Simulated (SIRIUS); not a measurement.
## CdO (Monteponite) in SIRIUS: convergence with k mesh

Crystal: CdO (Monteponite).

```
Cd O
1.0
     0.00000    2.34950    2.34950
     2.34950    0.00000    2.34950
     2.34950    2.34950    0.00000
Cd O
1 1
Direct
  0.00000 0.00000 0.00000
  0.50000 0.50000 0.50000
```

- Program: SIRIUS 7.12.0
- Task: convergence study
- Functional: PBE
- Potentials or basis: all-electron FP-LAPW
- Cutoff: 276 eV
- Basis: apw+lo standard
- k mesh: 2 × 2 × 2
- Occupations: fermi-dirac, width 0.05 eV
- Spin: no spin polarisation

These are the settings of the first run; the series varies k mesh, with any setting tied to it.

Hardware: 1 thread of Intel(R) Xeon(R) Platinum 8375C CPU @ 2.90GHz (Ice Lake), with other jobs on the host.

**Question.** The values tried are 2 × 2 × 2, 3 × 3 × 3, 4 × 4 × 4, 6 × 6 × 6, 8 × 8 × 8, 10 × 10 × 10, 12 × 12 × 12, loosest first. From which on does the energy stay within 1 meV/atom of the tightest run that finished?

**Answer.** From 6 × 6 × 6 on.

| k mesh | energy less the tightest run, at zero smearing (meV/atom) | SCF cycles | CPU time (s) | peak memory (GiB) |
| --- | --- | --- | --- | --- |
| 2 × 2 × 2 | 516.13 | 8 | 46 | 0.45 |
| 3 × 3 × 3 | 64.02 | 9 | 49 | 0.45 |
| 4 × 4 × 4 | 10.70 | 8 | 45 | 0.47 |
| 6 × 6 × 6 | -0.07 | 8 | 51 | 0.5 |
| 8 × 8 × 8 | -0.37 | 8 | 61 | 0.56 |
| 10 × 10 × 10 | -0.14 | 8 | 74 | 0.64 |
| 12 × 12 × 12 | 0.00 | 8 | 92 | 0.75 |

Meshes of other sizes hit other points, so gaps and Fermi surfaces needn't settle smoothly. The tightest run that finished is the yardstick and may itself not be fully converged.
